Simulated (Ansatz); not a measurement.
## Relaxing NbP in the wurtzite type

First guess:

```yaml
crystal:
  lattice:
    - [3.99514, 0.00000, 0.00000]
    - [-1.99757, 3.45989, 0.00000]
    - [0.00000, 0.00000, 6.51208]
  atoms:
    - { symbol: Nb, position: [0.33333, 0.66667, 0.00000] }
    - { symbol: Nb, position: [0.66667, 0.33333, 0.50000] }
    - { symbol: P, position: [0.33333, 0.66667, 0.37600] }
    - { symbol: P, position: [0.66667, 0.33333, 0.87600] }
```

Theory: Ansatz 0.2.0, DFT, PBE, PAW with Ansatz's default frozen-core files, scalar-relativistic.

Cell and atoms relax within the symmetry of the start on a 12×12×7 k mesh with 0.03 eV Fermi–Dirac smearing.

The start is built from a prototype, known or not as a phase of this compound; the cutoff is 420 eV.

Q: What is the pressure of the first guess?

A: -3.18 GPa.

Q: What does it relax to?

A: a = 3.442 Å, b = 3.442 Å, c = 7.675 Å, α = 90.00°, β = 90.00°, γ = 120.00° (conventional cell), 19.69 Å³ per atom:
```xyz
4
Lattice="3.4419 0.0000 0.0000 -1.7210 2.9808 0.0000 0.0000 0.0000 7.6750" Properties=species:S:1:pos:R:3 pbc="T T T"
Nb    0.0000    1.9872    0.2341
Nb    1.7210    0.9936    4.0716
P     0.0000    1.9872    2.6518
P     1.7210    0.9936    6.4893
```

Q: How much energy does the relaxation release?

A: 162 meV/atom.
